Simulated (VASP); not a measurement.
A run of VASP 6.6.1 is set up as follows.

The input INCAR:

```
SYSTEM = MgO
ALGO     = Normal         ! electronic algorithm
EDIFF    = 1E-7           ! SCF threshold, eV
EDIFFG   = -0.005         ! ionic threshold
ENCUT    = 600            ! plane-wave cutoff, eV
GGA      = PE             ! functional
IBRION   = 2              ! ionic algorithm
ISIF     = 3              ! what is computed and relaxed
ISMEAR   = 0              ! smearing method
LASPH    = .True.         ! aspherical terms in the spheres
LCHARG   = .False.        ! write CHGCAR
LREAL    = .False.        ! projectors in reciprocal space
LWAVE    = .False.        ! write WAVECAR
NELM     = 80             ! most SCF steps
NSW      = 90             ! ionic steps
PREC     = Accurate       ! precision mode
PSTRESS  = 232.0        
SIGMA    = 0.03           ! smearing width, eV
```

Contents of KPOINTS:

```
k-points
0
Gamma
  12 12 12
  0 0 0
```

File POSCAR:

```
MgO                                     
1.0
   -0.0000000000      2.0402062662      2.0402062662
    2.0402062662     -0.0000000000      2.0402062662
    2.0402062662      2.0402062662      0.0000000000
  Mg              O             
     1     1
Direct
     1.0000000000000000    1.0000000000000000    0.0000000000000000
     0.5000000000000000    0.5000000000000000    0.5000000000000000
```

Potentials or basis: VASP PAW PBE potentials, release 64 (Mg, O).

Launch:

```bash
$ cat potpaw_PBE.64/Mg/POTCAR potpaw_PBE.64/O/POTCAR > POTCAR
$ mpirun -np 1 vasp_std > vasp.out
```

(1) Estimate the band gap on the k mesh.

## Answers

(1) 5.71 eV, direct.

Caveat: the relaxation stopped at its first step, so nothing moved; the cell is relaxed towards a set pressure, so the enthalpy falls and the energy may rise.
